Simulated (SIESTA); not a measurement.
Wanted: the native input for a SIESTA 5.4.2 run.

- Task: single point
- Functional: PBEsol
- Potentials or basis: PseudoDojo 0.4 standard (PBEsol files)
- Basis: DZP (energy shift 0.003 Ry; two zetas on semicore shells)
- Grid cutoff: 800 Ry
- Energy shift: 0.003 Ry
- k mesh: 11 × 11 × 11
- Occupations: fermi-dirac, width 0.05 eV
- Spin: collinear spin, ferromagnetic start
- Starting moments: [3.0, 0.0] μB

The system is FeO (Wuestite).

```
CELL_PARAMETERS angstrom
1.51882 0.87689 2.51958
-1.51882 0.87689 2.51958
0.00000 -1.75378 2.51958
ATOMIC_POSITIONS crystal
Fe 0.00000 0.00000 0.00000
O 0.50000 0.50000 0.50000
```

The input as run:

FeO.fdf

```
SystemName                      Wuestite
SystemLabel                     FeO
NumberOfSpecies                 2
NumberOfAtoms                   2
%block ChemicalSpeciesLabel
  1  26 Fe
  2   8 O
%endblock ChemicalSpeciesLabel

LatticeConstant                 1.0 Ang
%block LatticeVectors
     1.5188209023     0.8768916568     2.5195772846
    -1.5188209023     0.8768916568     2.5195772846
     0.0000000000    -1.7537833136     2.5195772846
%endblock LatticeVectors
AtomicCoordinatesFormat         Fractional
%block AtomicCoordinatesAndAtomicSpecies
     0.0000000000     0.0000000000     0.0000000000  1  Fe
     0.5000000000     0.5000000000     0.5000000000  2  O
%endblock AtomicCoordinatesAndAtomicSpecies

%block kgrid.MonkhorstPack
   11   0   0  0.0
    0  11   0  0.0
    0   0  11  0.0
%endblock kgrid.MonkhorstPack
XC.Functional                   GGA
XC.Authors                      PBEsol
PAO.BasisSize                   DZP
PAO.EnergyShift                 0.003 Ry
Mesh.Cutoff                     800 Ry
Spin                            polarized
%block DM.InitSpin
    1   3.000
    2   0.000
%endblock DM.InitSpin
OccupationFunction              FD
ElectronicTemperature           0.05 eV
MaxSCFIterations                200
SCF.MustConverge                false
SCF.Mixer.Method                Pulay
SCF.Mixer.Weight                0.1
SCF.Mixer.History               10
SCF.DM.Tolerance                5.0e-05
SCF.H.Tolerance                 1.0e-03 eV
WriteForces                     true
Charge.Mulliken                 end
%block PAO.Basis
  Fe 5
  n=3 0 2
    2.625 0.000
  n=4 0 2
    7.520 0.000
  n=3 1 2
    2.943 0.000
  n=4 1 1
    7.520
  n=3 2 2
    4.859 0.000
%endblock PAO.Basis
```

Potentials or basis: PseudoDojo 0.4 standard (PBEsol files), DZP (energy shift 0.003 Ry; two zetas on semicore shells).

Run with:

```bash
$ siesta FeO.fdf > FeO.out 2>&1
```

It gave:

- Pressure: -8.9 GPa
- Band gap on the k mesh: none (metal or under the smearing width)
- Net moment: 4.00 μB per cell
- Site moments: Fe +3.68; O +0.32 μB

Caveat: short orbitals over semicore shells can move pressures by several GPa; the basis of atomic orbitals isn't converged, which shifts pressures, moduli and gaps; a cell with one magnetic atom can't hold antiferromagnetic order, which such compounds often take; semilocal functionals often make such compounds metallic where correlation or magnetic order opens a gap, which also shifts bond lengths.

Wall time 3.7 min on 1 thread of AMD EPYC 7571, on a shared host, peak memory 0.28 GiB.
